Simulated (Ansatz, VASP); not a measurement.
**Al2Cu: VASP beside Ansatz**

```
Cu Al
1.0
     4.10518    0.00000    0.00000
     0.00000    4.10518    0.00000
     0.00000    0.00000    2.89131
Cu Al
1 2
Direct
  0.00000 0.00000 0.00000
  0.00000 0.50000 0.50000
  0.50000 0.00000 0.50000
```

Alike in both runs: task single point; functional LDA; k mesh 7 × 7 × 9; occupations fermi-dirac, width 0.05 eV; no spin polarisation.

|  | VASP | Ansatz |
| --- | --- | --- |
| version | VASP 6.6.1 | Ansatz 0.2.0 |
| potentials or method | VASP PAW LDA potentials, release 64 (Cu, Al), cutoff 520 eV | all-electron LAPW, scalar-relativistic |

VASP gave:

```
gap on the k mesh at the Fermi level (eV)       : none
pressure (GPa)                                  : -4.9
largest component of the traceless stress (GPa) : 0.85
```

Task: Estimate Ansatz's values.

Result: gap on the k mesh at the Fermi level (eV): none; pressure (GPa): -5.1; largest component of the traceless stress (GPa): 0.83.

A gap of «none» marks a metal or a gap that the smearing closes. Ansatz ran all-electron here, so the differences hold the error of VASP's frozen core and of both bases.
